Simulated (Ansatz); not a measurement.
Mo: band structure with PBE

Mo:

```
Mo
1.0
    -1.58381    1.58381    1.58381
     1.58381   -1.58381    1.58381
     1.58381    1.58381   -1.58381
Mo
1
Direct
  0.00000 0.00000 0.00000
```

- Program: Ansatz 0.2.0
- Task: band structure
- Functional: PBE
- Potentials or basis: all-electron LAPW, scalar-relativistic
- Cutoff: 249 eV (chosen from the basis error)
- Basis error allowed: 0.001 eV/atom
- k mesh: 12 × 12 × 12
- Occupations: fermi-dirac, width 0.05 eV
- Spin: no spin polarisation

* Pressure: -1.9 GPa
* Band gap along the path: none (metal or under the smearing width)

Levels at the corners of the path, in eV from the Fermi level:
| point | band 12 | band 13 | band 14 | band 15 | band 16 | band 17 | band 18 | band 19 |
| --- | --- | --- | --- | --- | --- | --- | --- | --- |
| Γ | -34.53 | -7.13 | -1.29 | -1.29 | -1.29 | 1.68 | 1.68 | 14.71 |
| H | -35.45 | -5.26 | -5.26 | 3.93 | 3.93 | 3.93 | 8.97 | 8.97 |
| N | -34.54 | -5.17 | -3.28 | 1.60 | 1.70 | 2.31 | 4.67 | 11.42 |
| Γ | -34.53 | -7.13 | -1.29 | -1.29 | -1.29 | 1.68 | 1.68 | 14.71 |
| P | -35.20 | -2.54 | -2.54 | -2.54 | 2.43 | 2.43 | 9.46 | 11.40 |
| H | -35.45 | -5.26 | -5.26 | 3.93 | 3.93 | 3.93 | 8.97 | 8.97 |

Wall time 16 s on 1 thread of Intel(R) Xeon(R) Processor @ 2.50GHz (Skylake/Cascade Lake) (shared host), peak memory 0.29 GiB.
